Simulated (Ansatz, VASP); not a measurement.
One calculation of BN, two programs

File INCAR:

```
PREC = Accurate
ENCUT = 520
EDIFF = 1E-6
ISMEAR = 0
SIGMA = 0.05
LREAL = F
LASPH = T
NELM = 100
ALGO = Normal
ISIF = 2
LWAVE = F
LCHARG = F
GGA = PE
IVDW = 12
NBANDS = 16
```

Contents of KPOINTS:

```
Automatic mesh
0
Gamma
  12 12 4
```

POSCAR

```
BN
1.0
    2.4789517873      0.0000000000      0.0000000000
   -1.2394758937      2.1685204268      0.0000000000
    0.0000000000      0.0000000000      6.6612000000
B N
2 2
Direct
    0.3333333333      0.6666666667      0.2500000000
    0.6666666667      0.3333333333      0.7500000000
    0.3333333333      0.6666666667      0.7500000000
    0.6666666667      0.3333333333      0.2500000000
```

Input for Ansatz:

```yaml
crystal:
  lattice:
    - [2.4789517873, 0.0, 0.0]
    - [-1.2394758937, 2.1685204268, 0.0]
    - [0.0, 0.0, 6.6612]
  atoms:
    - { symbol: B, position: [0.3333333333, 0.6666666667, 0.25] }
    - { symbol: B, position: [0.6666666667, 0.3333333333, 0.75] }
    - { symbol: "N", position: [0.3333333333, 0.6666666667, 0.75] }
    - { symbol: "N", position: [0.6666666667, 0.3333333333, 0.25] }
basis:
  ecutwfc: 420
kpoints:
  mp_grid: { grid: [12, 12, 4] }
hamiltonian:
  xc: pbe
  dispersion: d3bj
scf:
  occupations: { method: gaussian, width: 0.05 }
output:
  forces: true
  stress: true
  eigenvalues: true
```

Change from the starting cell: strain -0.0100 x Voigt [1, 0, 0, 0, 0, 0], atoms carried along.

Alike in both runs: task single point; functional PBE; dispersion D3(BJ); k mesh 12 × 12 × 4; occupations gaussian, width 0.05 eV; no spin polarisation.

```csv
,VASP,Ansatz
version,VASP 6.6.1,Ansatz 0.2.0
potentials or method,"VASP PAW PBE potentials, release 64 (B, N)","scalar-relativistic, plane waves, PAW"
plane-wave cutoff (eV),520,420
valence electrons in the cell,16,16
```

|  | VASP | Ansatz | Ansatz less VASP |
| --- | --- | --- | --- |
| gap on the k mesh at the Fermi level (eV) | 4.26 | 4.27 | +0.008 |
| least direct gap on the mesh (eV) | 4.68 | 4.69 | +0.003 |
| pressure (GPa) | 4.4 | 4.4 | -0.08 |
| largest component of the traceless stress (GPa) | 6.26 | 6.15 | -0.112 |
| rms of the force components (eV/Å) | 0.078 | 0.078 | 0.0000 |

Atom by atom the forces differ by 0.000 eV/Å (rms over components).

A k mesh can miss the band edges.
